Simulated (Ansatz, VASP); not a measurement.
## Bi: VASP beside Ansatz

```xyz
6
Lattice="6.4348 0.0000 0.0000 -3.2174 5.5727 0.0000 0.0000 0.0000 6.7177" Properties=species:S:1:pos:R:3 pbc="T T T"
Bi    3.2174    0.0000    5.0082
Bi   -1.6087    2.7863    5.0082
Bi    1.6087    2.7863    5.0082
Bi   -1.6087    2.7863    1.7095
Bi    3.2174    0.0000    1.7095
Bi    1.6087    2.7863    1.7095
```

Alike in both runs: functional PBE; k mesh 3 × 3 × 4; occupations gaussian, width 0.1 eV; no spin polarisation.

Ansatz relaxed the structure, and its values are those at the end. VASP's run is a single point on that final structure, the one shown.

|  | VASP | Ansatz |
| --- | --- | --- |
| version | VASP 6.6.1 | Ansatz 0.2.0 |
| potentials or method | VASP PAW PBE potentials, release 64 (Bi_d) | scalar-relativistic, plane waves, PAW |
| plane-wave cutoff (eV) | 520 | 420 |
| valence electrons in the cell | 90 | 90 |

|  | VASP | Ansatz | Ansatz less VASP |
| --- | --- | --- | --- |
| gap on the k mesh at the Fermi level (eV) | none | none | - |
| pressure (GPa) | -0.1 | 0.0 | +0.06 |

A gap of «none» marks a metal or a gap that the smearing closes.

Caveats: the k mesh is coarse (spacing up to 0.38 Å⁻¹), so the values aren't converged; spin-orbit coupling is left out, which moves the levels of the heavy elements.
